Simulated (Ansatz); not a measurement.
Band table of K (hcp type)

```xyz
2
Lattice="4.4531 0.0000 0.0000 -2.2265 3.8565 0.0000 0.0000 0.0000 7.2140" Properties=species:S:1:pos:R:3 pbc="T T T"
K     0.0000    2.5710    1.8035
K     2.2265    1.2855    5.4105
```

The cell comes from a relaxation on PAW files under the same functional, begun from a prototype that needn't be the stable phase.

Computed with Ansatz 0.2.0; functional PBE, scalar-relativistic. Settings: a Γ-centred 10×10×6 k mesh, Fermi–Dirac smearing of 0.08 eV, no spin polarisation. Methods: LAPW: all electrons, basis error target 1 meV/atom.

This run: volume at 0.84 of the series' base cell.

Path points, in fractions of the reciprocal vectors: Γ (0.000, 0.000, 0.000), M (0.500, 0.000, 0.000), K (0.333, 0.333, 0.000), A (0.000, 0.000, 0.500), L (0.500, 0.000, 0.500), H (0.333, 0.333, 0.500). Levels in eV from the Fermi level; bands 3 to 11, counted from the lowest band of the run. The gap is zero, the pressure 0.89 GPa.

```
# k(1/Å) point b3 b4 b5 b6 b7 b8 b9 b10 b11
0.000 Γ -15.59 -15.49 -15.49 -15.47 -15.47 -15.47 -2.40 0.34 0.67
0.204 - -15.59 -15.50 -15.49 -15.48 -15.47 -15.47 -2.22 0.53 0.74
0.407 - -15.57 -15.53 -15.51 -15.50 -15.48 -15.48 -1.68 0.95 1.05
0.611 - -15.56 -15.55 -15.55 -15.51 -15.49 -15.48 -0.84 1.31 1.32
0.815 M -15.58 -15.56 -15.54 -15.51 -15.50 -15.48 0.13 0.27 1.60
0.932 - -15.58 -15.56 -15.54 -15.52 -15.50 -15.49 0.19 0.31 1.64
1.050 - -15.57 -15.55 -15.53 -15.53 -15.50 -15.50 0.35 0.42 1.74
1.167 - -15.56 -15.54 -15.54 -15.52 -15.51 -15.51 0.59 0.61 1.44
1.285 K -15.56 -15.54 -15.54 -15.52 -15.52 -15.52 0.79 0.93 0.93
1.520 - -15.56 -15.55 -15.54 -15.52 -15.50 -15.50 -0.37 1.48 1.55
1.755 - -15.56 -15.53 -15.53 -15.50 -15.49 -15.48 -1.45 1.06 1.25
1.990 - -15.58 -15.50 -15.49 -15.48 -15.47 -15.47 -2.16 0.60 0.76
2.226 Γ -15.59 -15.49 -15.49 -15.47 -15.47 -15.47 -2.40 0.34 0.67
2.334 - -15.59 -15.49 -15.49 -15.47 -15.47 -15.47 -2.35 -0.10 1.13
2.443 - -15.57 -15.49 -15.48 -15.48 -15.47 -15.47 -2.19 -0.65 1.73
2.552 - -15.55 -15.51 -15.48 -15.48 -15.47 -15.47 -1.93 -1.15 2.32
2.661 A -15.53 -15.53 -15.48 -15.48 -15.48 -15.48 -1.58 -1.58 2.90
2.865 - -15.53 -15.53 -15.49 -15.49 -15.48 -15.48 -1.40 -1.40 2.92
3.068 - -15.55 -15.55 -15.50 -15.50 -15.49 -15.49 -0.91 -0.91 2.68
3.272 - -15.57 -15.57 -15.50 -15.50 -15.50 -15.50 -0.16 -0.16 1.80
3.476 L -15.58 -15.58 -15.50 -15.50 -15.50 -15.50 0.60 0.60 0.99
3.593 - -15.58 -15.58 -15.51 -15.51 -15.49 -15.49 0.65 0.65 1.02
3.711 - -15.58 -15.58 -15.52 -15.52 -15.49 -15.49 0.82 0.82 1.11
3.828 - -15.57 -15.57 -15.53 -15.53 -15.49 -15.49 1.04 1.04 1.27
3.946 H -15.57 -15.57 -15.54 -15.54 -15.49 -15.49 1.21 1.21 1.44
4.181 - -15.57 -15.57 -15.52 -15.52 -15.49 -15.49 0.28 0.28 1.87
4.416 - -15.55 -15.55 -15.50 -15.50 -15.49 -15.49 -0.70 -0.70 2.59
4.652 - -15.53 -15.53 -15.49 -15.49 -15.48 -15.48 -1.35 -1.35 2.93
4.887 A -15.53 -15.53 -15.48 -15.48 -15.48 -15.48 -1.58 -1.58 2.90
```
